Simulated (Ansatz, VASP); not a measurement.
## Two plane-wave programs on SiO2

INCAR

```
SYSTEM = SiO2
  PREC = Accurate
  ENCUT = 520
  EDIFF = 1E-7
  ISMEAR = -1
  SIGMA = 0.05
  LREAL = .FALSE.
  LASPH = .TRUE.
  NELM = 100
  ALGO = Normal
  ISIF = 2
  LWAVE = .FALSE.
  LCHARG = .FALSE.
  GGA = PE
  NBANDS = 25
```

Contents of KPOINTS:

```
regular mesh
0
G
  6 6 10
  0 0 0
```

POSCAR

```
SiO2
1.0
    4.2331690000      0.0000000000      0.0000000000
    0.0000000000      4.2331690000      0.0000000000
    0.0000000000      0.0000000000      2.6934950000
Si O
2 4
Direct
    0.0000000000      0.0000000000      0.0000000000
    0.5000000000      0.5000000000      0.5000000000
    0.8068390000      0.1931610000      0.5000000000
    0.3068390000      0.3068390000      0.0000000000
    0.1931610000      0.8068390000      0.5000000000
    0.6931610000      0.6931610000      0.0000000000
```

File input.yaml:

```yaml
crystal:
  lattice:
    - [4.233169, 0.0, 0.0]
    - [0.0, 4.233169, 0.0]
    - [0.0, 0.0, 2.693495]
  atoms:
    - { symbol: Si, position: [0.0, 0.0, 0.0] }
    - { symbol: Si, position: [0.5, 0.5, 0.5] }
    - { symbol: O, position: [0.806839, 0.193161, 0.5] }
    - { symbol: O, position: [0.306839, 0.306839, 0.0] }
    - { symbol: O, position: [0.193161, 0.806839, 0.5] }
    - { symbol: O, position: [0.693161, 0.693161, 0.0] }
hamiltonian:
  xc: pbe
  pseudopotentials: { kind: paw }
kpoints:
  mp_grid: { grid: [6, 6, 10] }
scf:
  occupations: { method: fermi_dirac, width: 0.05 }
output:
  forces: true
  stress: true
  eigenvalues: true
```

The cell comes from a database or a generator and needn't be the stable form of this composition.

Alike in both runs: task single point; functional PBE; k mesh 6 × 6 × 10; occupations fermi-dirac, width 0.05 eV; no spin polarisation.

|  | VASP | Ansatz |
| --- | --- | --- |
| version | VASP 6.6.1 | Ansatz 0.2.0 |
| potentials or method | VASP PAW PBE potentials, release 64 (Si, O) | Ansatz PAW |
| plane-wave cutoff (eV) | 520 | 420 |
| valence electrons in the cell | 32 | 32 |

Ansatz gave:

```
gap on the k mesh at the Fermi level (eV)       : 5.03
least direct gap on the mesh (eV)               : 5.03
pressure (GPa)                                  : -0.1
largest component of the traceless stress (GPa) : 0.44
rms of the force components (eV/Å)              : 0.005
```

Question: Estimate VASP's values.

Answer: gap on the k mesh at the Fermi level (eV): 5.02; least direct gap on the mesh (eV): 5.02; pressure (GPa): 0.0; largest component of the traceless stress (GPa): 0.03; rms of the force components (eV/Å): 0.003.

Atom by atom the forces differ by 0.008 eV/Å (rms over components). With one functional, cell and mesh, what is left measures potentials, basis and numerics.

Caveats: the pressure holds a Pulay correction of +1.0 GPa for the finite cutoff (Ansatz). A k mesh can miss the band edges. PBE gaps usually lie below the measured ones, often by a third to a half.
